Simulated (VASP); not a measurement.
# NaF in VASP: relaxing the cell with several functionals, part 2 of 2

The system is NaF (CsCl type), a generated structure that needn't be the ground state.

VASP 6.6.1, plane waves, PAW.

### Step 4. Relaxation with LDA

INCAR

```
ENCUT = 600.000000
SIGMA = 0.020000
EDIFF = 1.00e-07
EDIFFG = -5.00e-03
GGA = CA
PREC = Accurate
IBRION = 2
ISIF = 3
ISMEAR = -1
NBANDS = 14
NELM = 120
NSW = 40
LASPH = .TRUE.
LCHARG = .FALSE.
LWAVE = .FALSE.
LREAL = .FALSE.
```

KPOINTS

```
KPOINTS created by Atomic Simulation Environment
0
Gamma
8 8 8
0 0 0
```

POSCAR

```
Na F
 1.0000000000000000
     2.8648043891630715    0.0000000000000000   -0.0000000000000000
     0.0000000000000000    2.8648043891630715    0.0000000000000000
     0.0000000000000000    0.0000000000000000    2.8648043891630715
 Na  F
   1   1
Cartesian
  0.0000000000000000  0.0000000000000000 -0.0000000000000000
  1.4324021945815355  1.4324021945815355  1.4324021945815355
```

Potentials: the recommended LDA PAW datasets, 14 valence electrons in the neutral cell.

Started as:

```sh
$ mpirun -np 1 vasp_std
```

The first run moved the cell so far that it was started again from its end, on a fresh basis. The second run's POSCAR:

```
Na F
 1.0000000000000000
     2.7331083460703005   -0.0000000000000000    0.0000000000000000
     0.0000000000000000    2.7331083460703005   -0.0000000000000000
     0.0000000000000000   -0.0000000000000000    2.7331083460703005
 Na  F
   1   1
Cartesian
  0.0000000000000000  0.0000000000000000  0.0000000000000000
  1.3665541730351503  1.3665541730351503  1.3665541730351503
```

The files below are the second run's.

Printed to the terminal (iteration lines stand in OSZICAR):

```text
POSCAR found type information on POSCAR NaF
 POSCAR found :  2 types and       2 ions
 LDA part: xc-table for (Slater(with rela. corr.)+CA(PZ))
 , standard interpolation
 POSCAR, INCAR and KPOINTS ok, starting setup
 FFT: planning ... GRIDC
 FFT: planning ... GRID_SOFT
 FFT: planning ... GRID
 WAVECAR not read
 WARNING: random wavefunctions but no delay for mixing, default for NELMDL
 entering main loop
 curvature:   0.00 expect dE= 0.000E+00 dE for cont linesearch  0.000E+00
 search vector abs. value=  0.380E-04
 bond charge predicted
 reached required accuracy - stopping structural energy minimisation
```

OSZICAR:

```text
N       E                     dE             d eps       ncg     rms          rms(c)
DAV:   1     0.112460419725E+03    0.11246E+03   -0.84129E+03   980   0.138E+03
DAV:   2    -0.463220975756E+01   -0.11709E+03   -0.10688E+03  1124   0.365E+02
DAV:   3    -0.986160121269E+01   -0.52294E+01   -0.52179E+01  1106   0.693E+01
DAV:   4    -0.989816139993E+01   -0.36560E-01   -0.36559E-01  1160   0.606E+00
DAV:   5    -0.989842913158E+01   -0.26773E-03   -0.26773E-03  1148   0.524E-01    0.485E+00
DAV:   6    -0.913152967796E+01    0.76690E+00   -0.21959E+00  1126   0.152E+01    0.164E+00
DAV:   7    -0.909304056819E+01    0.38489E-01   -0.33354E-02  1028   0.263E+00    0.939E-01
DAV:   8    -0.907000540206E+01    0.23035E-01   -0.22405E-02  1084   0.361E+00    0.127E-01
DAV:   9    -0.907006132374E+01   -0.55922E-04   -0.17023E-03  1178   0.468E-01    0.673E-02
DAV:  10    -0.907000605660E+01    0.55267E-04   -0.29589E-04  1142   0.143E-01    0.166E-02
DAV:  11    -0.907000214479E+01    0.39118E-05   -0.14758E-05  1196   0.772E-02    0.199E-03
DAV:  12    -0.907000216265E+01   -0.17865E-07   -0.10163E-06  1100   0.119E-02    0.503E-04
DAV:  13    -0.907000217068E+01   -0.80242E-08   -0.54037E-08   568   0.213E-03
   1 F= -.90700022E+01 E0= -.90700022E+01  d E =-.907000E+01
       N       E                     dE             d eps       ncg     rms          rms(c)
DAV:   1    -0.907036816296E+01   -0.36600E-03   -0.54325E-03  1100   0.109E+00    0.144E-01
DAV:   2    -0.907005974296E+01    0.30842E-03   -0.93524E-04  1126   0.291E-01    0.376E-02
DAV:   3    -0.907003619049E+01    0.23552E-04   -0.31371E-05  1116   0.118E-01    0.201E-02
DAV:   4    -0.907002574200E+01    0.10448E-04   -0.45815E-06  1258   0.670E-02    0.256E-03
DAV:   5    -0.907002535553E+01    0.38647E-06   -0.66320E-07  1200   0.129E-02    0.627E-04
DAV:   6    -0.907002528828E+01    0.67249E-07   -0.69282E-08   538   0.439E-03
   2 F= -.90700253E+01 E0= -.90700253E+01  d E =-.231176E-04
```

From OUTCAR:

```text
k-points           NKPTS =     35   k-points in BZ     NKDIM =     35   number of bands    NBANDS=     14

   NELECT =      14.0000    total number of electrons

   dimension x,y,z NGX =    24 NGY =   24 NGZ =   24
   dimension x,y,z NGXF=    48 NGYF=   48 NGZF=   48

  energy-cutoff  :      600.00
  volume of cell :       20.45
      direct lattice vectors                 reciprocal lattice vectors
     2.734619128 -0.000000000 -0.000000000     0.365681637  0.000000000 -0.000000000
    -0.000000000  2.734619128  0.000000000     0.000000000  0.365681637 -0.000000000
     0.000000000  0.000000000  2.734619128     0.000000000 -0.000000000  0.365681637

 k-points in reciprocal lattice and weights: KPOINTS created by Atomic Simulation Env
   0.00000000  0.00000000  0.00000000       0.002
   0.12500000  0.00000000  0.00000000       0.012
   0.25000000  0.00000000  0.00000000       0.012
   0.37500000  0.00000000  0.00000000       0.012
   0.50000000  0.00000000  0.00000000       0.006
   0.12500000  0.12500000  0.00000000       0.023
   0.25000000  0.12500000  0.00000000       0.047
   0.37500000  0.12500000  0.00000000       0.047
[... 27 more k-points ...]

 E-fermi :  -0.2409

 k-point     1 :       0.0000    0.0000    0.0000
  band No.  band energies     occupation
      1     -20.3640      2.00000
      2     -20.3640      2.00000
      3     -20.3640      2.00000
      4     -20.3498      2.00000
      5      -1.0281      2.00000
      6      -1.0281      2.00000
      7      -1.0281      2.00000
      8       5.5571      0.00000
      9      14.9096      0.00000
     10      14.9096      0.00000
     11      23.9268      0.00000
     12      23.9268      0.00000
     13      23.9268      0.00000
     14      31.2141      0.00000

 k-point     2 :       0.1250    0.0000    0.0000
  band No.  band energies     occupation
      1     -20.7262      2.00000
      2     -20.3581      2.00000
      3     -20.3581      2.00000
      4     -19.9734      2.00000
      5      -1.5103      2.00000
      6      -1.0092      2.00000
      7      -1.0092      2.00000
      8       6.1098      0.00000
      9      14.7570      0.00000
     10      15.2193      0.00000
     11      23.8537      0.00000
     12      23.8537      0.00000
     13      24.3667      0.00000
     14      29.6557      0.00000

 k-point     3 :       0.2500    0.0000    0.0000
  band No.  band energies     occupation
      1     -21.0426      2.00000
      2     -20.3439      2.00000
      3     -20.3439      2.00000
      4     -19.6176      2.00000
      5      -2.4952      2.00000
      6      -0.9624      2.00000
      7      -0.9624      2.00000
      8       7.4174      0.00000
      9      14.0630      0.00000
     10      16.1453      0.00000
     11      23.6616      0.00000
     12      23.6616      0.00000
     13      25.9748      0.00000
     14      26.2315      0.00000

 k-point     4 :       0.3750    0.0000    0.0000
  band No.  band energies     occupation
      1     -21.2605      2.00000
      2     -20.3297      2.00000
      3     -20.3297      2.00000
      4     -19.3528      2.00000
      5      -3.3312      2.00000
      6      -0.9154      2.00000
      7      -0.9154      2.00000
      8       9.0417      0.00000
      9      12.7427      0.00000
     10      17.6658      0.00000
     11      22.8478      0.00000
     12      23.4349      0.00000
     13      23.4349      0.00000
     14      26.3548      0.00000

[... the tables of k-points 5 to 35 left out ...]

  Total        0.0036659      0.0036659      0.0036659      0.0000000      0.0000000     -0.0000000
  in kB        0.2872119      0.2872119      0.2872119      0.0000000      0.0000000     -0.0000000
  external PRESSURE =       0.2872119 kB  Pullay stress =       0.0000000 kB

 POSITION                                       TOTAL-FORCE (eV/Angst)
 -----------------------------------------------------------------------------------
      0.00000      0.00000      0.00000        -0.000000      0.000000      0.000000
      1.36731      1.36731      1.36731         0.000000      0.000000      0.000000
 -----------------------------------------------------------------------------------
    total drift:                                0.000000      0.000000     -0.000000

  FREE ENERGIE OF THE ION-ELECTRON SYSTEM (eV)
  ---------------------------------------------------
  free  energy   TOTEN  =        -9.0700252883 eV

  energy  without entropy=       -9.0700252883  energy(sigma->0) =       -9.07002529
```

CONTCAR

```
Na F
   1.00000000000000
     2.7346191283106394   -0.0000000000000000   -0.0000000000000000
    -0.0000000000000000    2.7346191283106394    0.0000000000000000
     0.0000000000000000    0.0000000000000000    2.7346191283106394
  Na              F
     1     1
Direct
     0.0000000000000000    0.0000000000000000    0.0000000000000000
     0.5000000000000000    0.5000000000000000    0.5000000000000000

  0.00000000E+00  0.00000000E+00  0.00000000E+00
  0.00000000E+00  0.00000000E+00  0.00000000E+00
```

It took 12 s on 1 MPI rank of Intel Xeon Platinum 8488C, shared host; peak memory 0.13 GiB.

The steps:

| step | energy change (meV/atom) | largest force (eV/Å) | pressure (GPa) | volume (Å³/atom) |
| --- | --- | --- | --- | --- |
| 1 | 0.0 | 0.0000 | 0.18 | 10.208 |
| 2 | 0.0 | 0.0000 | 0.03 | 10.225 |

|  | before | after | change |
| --- | --- | --- | --- |
| a (Å) | 2.865 | 2.735 | -4.54 % |
| volume (Å³/atom) | 11.756 | 10.225 | -13.02 % |
| shortest distance (Å) | 2.481 | 2.368 | -4.54 % |
| space group | Pm-3m | Pm-3m | same |

### Step 5. What came out

This closing draws on all 2 parts.

```
 level  a (Å)  volume (Å³/atom)  space group
r2SCAN  2.776            10.696        Pm-3m
PBEsol  2.813            11.128        Pm-3m
   LDA  2.735            10.225        Pm-3m
```

The r2SCAN run changed the volume by -9.0 % from its own start of 11.76 Å³/atom. The volume spreads over 8.8 %, from LDA to PBEsol.
